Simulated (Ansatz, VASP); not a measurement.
## HfO2: VASP beside Ansatz

```xyz
3
Lattice="-0.1333 2.4572 2.4572 2.4572 -0.1333 2.4572 2.4572 2.4572 -0.1333" Properties=species:S:1:pos:R:3 pbc="T T T"
Hf    0.0000    0.0000    0.0000
O     1.1953    1.1953    1.1953
O     3.5858    3.5858    3.5858
```

Alike in both runs: task single point; functional PBEsol; k mesh 8 × 8 × 8; occupations gaussian, width 0.05 eV; no spin polarisation.

```csv
,VASP,Ansatz
version,VASP 6.6.1,Ansatz 0.2.0
potentials or method,"VASP PAW PBE potentials, release 64 (Hf_pv, O)","scalar-relativistic, plane waves, PAW"
plane-wave cutoff (eV),520,520
valence electrons in the cell,22,38
```

Ansatz gave:

* gap on the k mesh at the Fermi level (eV): 3.76
* least direct gap on the mesh (eV): 3.76
* pressure (GPa): 2.3
* largest component of the traceless stress (GPa): 7.02
* rms of the force components (eV/Å): 0.469

Q: Estimate VASP's values.

A: gap on the k mesh at the Fermi level (eV): 3.78; least direct gap on the mesh (eV): 3.78; pressure (GPa): -1.4; largest component of the traceless stress (GPa): 6.82; rms of the force components (eV/Å): 0.445.

Atom by atom the forces differ by 0.024 eV/Å (rms over components). With one functional, cell and mesh, what is left measures potentials, basis and numerics. The two sets of potentials don't hold the same shells in valence. Ansatz warned: «pseudo_functional_mismatch».

Caveats: the PAW data sets were made with another functional, which shifts forces and pressure a little (VASP); spin-orbit coupling is left out, which moves the levels of the heavy elements. A k mesh can miss the band edges.
